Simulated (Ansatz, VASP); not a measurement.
Au in VASP and in Ansatz

INCAR

```
SYSTEM = Au
PREC     = Accurate       ! precision mode
ENCUT    = 520            ! plane-wave cutoff, eV
EDIFF    = 1E-6           ! SCF threshold, eV
ISMEAR   = -1             ! smearing method
SIGMA    = 0.06           ! smearing width, eV
LREAL    = .FALSE.        ! projectors in reciprocal space
LASPH    = .TRUE.         ! aspherical terms in the spheres
NELM     = 80             ! most SCF steps
ALGO     = Normal         ! electronic algorithm
ISIF     = 2              ! what is computed and relaxed
LWAVE    = .FALSE.        ! write WAVECAR
LCHARG   = .TRUE.         ! write CHGCAR
GGA      = CA             ! functional
LELF     = .TRUE.         ! ELF
LVHAR    = .TRUE.       
NBANDS   = 12             ! bands
```

KPOINTS

```
regular mesh
0
G
  12 12 12
  0 0 0
```

POSCAR

```
Au
1.0
    0.0000000000      2.0152475000      2.0152475000
    2.0152475000      0.0000000000      2.0152475000
    2.0152475000      2.0152475000      0.0000000000
Au
1
Direct
    0.0000000000      0.0000000000      0.0000000000
```

Input for Ansatz:

```yaml
crystal:
  atoms:
  - position: [0.0, 0.0, 0.0]
    symbol: Au
  lattice:
  - [0.0, 2.0152475, 2.0152475]
  - [2.0152475, 0.0, 2.0152475]
  - [2.0152475, 2.0152475, 0.0]
hamiltonian:
  dispersion: none
  pseudopotentials:
    kind: all_electron
    lapw: {}
    relativity: scalar
  xc: lda
kpoints:
  mp_grid:
    grid: [12, 12, 12]
    shift: [0, 0, 0]
magnetization: {spin_polarized: false}
output: {forces: true, stress: true}
scf:
  occupations: {method: fermi_dirac, width: 0.06}
```

Alike in both runs: task single point; functional LDA; k mesh 12 × 12 × 12; occupations fermi-dirac, width 0.06 eV; no spin polarisation.

|  | VASP | Ansatz |
| --- | --- | --- |
| version | VASP 6.6.1 | Ansatz 0.2 development build |
| potentials or method | VASP PAW LDA potentials, release 64 (Au) | all-electron full-potential LAPW, scalar-relativistic |
| plane-wave cutoff (eV) | 520 | see its input |

|  | VASP | Ansatz | Ansatz less VASP |
| --- | --- | --- | --- |
| pressure (GPa) | 3.1 | 2.5 | -0.55 |

Ansatz ran all-electron here, so the differences hold the error of VASP's frozen core and of both bases.

The runs have no spin-orbit coupling, so splittings on Au are missing.
